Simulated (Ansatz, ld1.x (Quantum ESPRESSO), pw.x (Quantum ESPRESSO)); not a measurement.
What a changed setting does to a pw.x run (fcc Mg)

Potential: ultrasoft, ld1.x (Quantum ESPRESSO) 7.5, PBE; core [Ne], reference 3s2 3p0; waves: 3s (bound): rcut 1.90, rcutus 2.35 bohr; 3s channel at 3.05 Ry: rcut 1.90, rcutus 2.35 bohr; 3p (bound, empty): rcut 1.85, rcutus 2.35 bohr; 3p channel at 0.45 Ry: rcut 1.85, rcutus 2.35 bohr; 3d channel at -0.1 Ry: rcut 1.95, rcutus 2.45 bohr; 3d channel at 0.6 Ry: rcut 1.95, rcutus 2.45 bohr; local part: all-electron potential smoothed inside 2.35 bohr (lloc = -1); core correction: Bessel-smoothed model core inside 1.25 bohr; augmentation: PSQ, radius 1.95 bohr.

The reference run (k-mesh 13³, cutoffs 40/320 Ry, Fermi–Dirac 0.01 Ry, mixing_beta 0.4, conv_thr 1e-9, no spin) gives -0.08 GPa at 23.198 Å³/atom, where all-electron LAPW gives -0.07 GPa. This run, with its own iteration cap, changes k-mesh shift to 1.

```
&control
  calculation='scf', prefix='x', pseudo_dir='./', outdir='./tmp', tstress=.true., disk_io='none'
/
&system
  ibrav=0, nat=1, ntyp=1, ecutwfc=40, ecutrho=320, nbnd=8,
  occupations='smearing', smearing='fd', degauss=0.01
/
&electrons
  conv_thr=1e-09, mixing_beta=0.4, electron_maxstep=60
/
ATOMIC_SPECIES
Mg 1.0 Mg.UPF
CELL_PARAMETERS angstrom
  0.00000000 2.26363734 2.26363734
  2.26363734 0.00000000 2.26363734
  2.26363734 2.26363734 0.00000000
ATOMIC_POSITIONS crystal
Mg 0.0000 0.0000 0.0000
K_POINTS automatic
13 13 13 1 1 1
```

```bash
pw.x < Mg.scf.in > Mg.scf.out
```

How does the run end?

It converges in 5 iterations; the free energy moves by -0.1 meV/atom and the pressure by +0.00 GPa. The result is that of the reference run.

```
Message from routine setup:
     using ibrav=0 with symmetry is DISCOURAGED, use correct ibrav instead
     lattice parameter (alat)  =       6.0495  a.u.
     unit-cell volume          =     156.5479 (a.u.)^3
     number of electrons       =         2.00
     number of Kohn-Sham states=            8
     kinetic-energy cutoff     =      40.0000  Ry
     charge density cutoff     =     320.0000  Ry
     scf convergence threshold =      1.0E-09
     Exchange-correlation= PBE
     number of k points=   231  Fermi-Dirac smearing, width (Ry)=  0.0100
     iteration #  1     ecut=    40.00 Ry     beta= 0.40
     total energy              =      -9.77194626 Ry
     estimated scf accuracy    <       0.00332695 Ry
     iteration #  2     ecut=    40.00 Ry     beta= 0.40
     total energy              =      -9.77176819 Ry
     estimated scf accuracy    <       0.00116549 Ry
     iteration #  3     ecut=    40.00 Ry     beta= 0.40
     total energy              =      -9.77178165 Ry
     estimated scf accuracy    <       0.00000109 Ry
     iteration #  4     ecut=    40.00 Ry     beta= 0.40
     total energy              =      -9.77178192 Ry
     estimated scf accuracy    <       0.00000031 Ry
     iteration #  5     ecut=    40.00 Ry     beta= 0.40
     the Fermi energy is     3.5102 ev
!    total energy              =      -9.77178193 Ry
     estimated scf accuracy    <          3.7E-10 Ry
     smearing contrib. (-TS)   =      -0.00207149 Ry
     The total energy is F=E-TS. E is the sum of the following terms:
     one-electron contribution =       1.33263186 Ry
     hartree contribution      =       0.00289157 Ry
     xc contribution           =      -8.96160028 Ry
     ewald contribution        =      -2.14363360 Ry
     convergence has been achieved in   5 iterations
          total   stress  (Ry/bohr**3)                   (kbar)     P=       -0.72
     Message from routine punch:
     Nothing written, as per user request (disk_io='none')
```

The run took about 13 s on one core of a shared host (Neoverse-V1, 32 threads, 247 GiB, load 27).
